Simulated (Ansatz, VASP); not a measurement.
# CdS in VASP and in Ansatz

File POSCAR:

```
CdS
1.0
    0.0000000000      2.9392148400      2.9392148400
    2.9392148400      0.0000000000      2.9392148400
    2.9392148400      2.9392148400      0.0000000000
Cd S
1 1
Direct
    0.0000000000      0.0000000000      0.0000000000
    0.2500000000      0.2500000000      0.2500000000
```

The input INCAR.step1:

```
PREC = Accurate ; ENCUT = 520
ISMEAR = 0 ; SIGMA = 0.01
LREAL = F ; LASPH = T
NELM = 80 ; NBANDS = 16
GGA = PE ; ALGO = Normal
EDIFF = 1E-4 ; LWAVE = T
LCHARG = F
```

The input INCAR.step2:

```
PREC = Accurate ; ENCUT = 520
EDIFF = 1E-7 ; ISMEAR = 0
SIGMA = 0.01 ; LREAL = F
LASPH = T ; NELM = 80
ALGO = Normal ; ISIF = 2
LWAVE = F ; LCHARG = F
METAGGA = R2SCAN ; LMIXTAU = T
NBANDS = 16 ; ISTART = 1
```

Contents of KPOINTS:

```
Automatic mesh
0
Gamma
  6 6 6
```

Input for Ansatz:

```yaml
crystal:
  lattice:
    - [0.0, 2.93921484, 2.93921484]
    - [2.93921484, 0.0, 2.93921484]
    - [2.93921484, 2.93921484, 0.0]
  atoms:
    - { symbol: Cd, position: [0.0, 0.0, 0.0] }
    - { symbol: S, position: [0.25, 0.25, 0.25] }
kpoints:
  mp_grid: { grid: [6, 6, 6] }
hamiltonian:
  xc: r2scan
scf:
  occupations: { method: fixed }
  n_extra_bands: 4
output:
  forces: true
  stress: true
  eigenvalues: true
```

Alike in both runs: task single point; functional r2SCAN; k mesh 6 × 6 × 6; no spin polarisation.

```csv
,VASP,Ansatz
version,VASP 6.6.1,Ansatz 0.2.0
potentials or method,"VASP PAW PBE potentials, release 64 (Cd, S)",plane waves
plane-wave cutoff (eV),520,500
occupations,"gaussian, width 0.01 eV",fixed
valence electrons in the cell,18,26
```

|  | VASP | Ansatz | Ansatz less VASP |
| --- | --- | --- | --- |
| gap on the k mesh at the Fermi level (eV) | 1.54 | 1.54 | +0.004 |
| pressure (GPa) | 0.3 | 0.0 | -0.30 |

The two sets of potentials don't hold the same shells in valence.

Caveats: the PAW data sets were made with another functional, which shifts forces and pressure a little (VASP). r2SCAN opens gaps a little over a GGA but as a rule still falls short of measured ones.
